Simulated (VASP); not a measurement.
A run of VASP 6.6.1:

File INCAR:

```
SYSTEM = IrO2
ALGO = Fast ; EDIFF = 1E-7
EDIFFG = -0.01 ; ENCUT = 600
GGA = PE ; IBRION = 2
ISIF = 4 ; ISMEAR = 0
LASPH = .TRUE. ; LCHARG = .FALSE.
LREAL = .FALSE. ; LWAVE = .FALSE.
NELM = 100 ; NSW = 60
PREC = Accurate ; SIGMA = 0.05
```

File KPOINTS:

```
k-points
0
G
  6 6 10
  0 0 0
```

File POSCAR:

```
IrO2
1.0
    4.4613407607      0.0000000000      0.0000000000
    0.0000000000      4.4613407607      0.0000000000
    0.0000000000      0.0000000000      3.1458296359
Ir O
2 4
Direct
    0.0000000000      0.0000000000      0.0000000000
    0.5000000000      0.5000000000      0.5000000000
    0.3085166851      0.3085166851      0.0000000000
    0.1914833149      0.8085166851      0.5000000000
    0.6914833149      0.6914833149      0.0000000000
    0.8085166851      0.1914833149      0.5000000000
```

Potentials or basis: VASP PAW PBE potentials, release 64 (Ir, O).

Command:

```console
$ cat potpaw_PBE.64/Ir/POTCAR potpaw_PBE.64/O/POTCAR > POTCAR
$ mpirun -np 1 vasp_std > vasp.out
```

Hardware: 1 thread of Intel(R) Xeon(R) Platinum 8259CL CPU @ 2.50GHz (Skylake/Cascade Lake) (shared host).

**Question.** How long does it take, and how much memory?

**Answer.** It took 4.6 min on 1 thread of Intel(R) Xeon(R) Platinum 8259CL CPU @ 2.50GHz (Skylake/Cascade Lake), with other jobs on the host, peak memory 0.26 GiB. Counts: scf iterations 43, k points 60, ion steps 4.
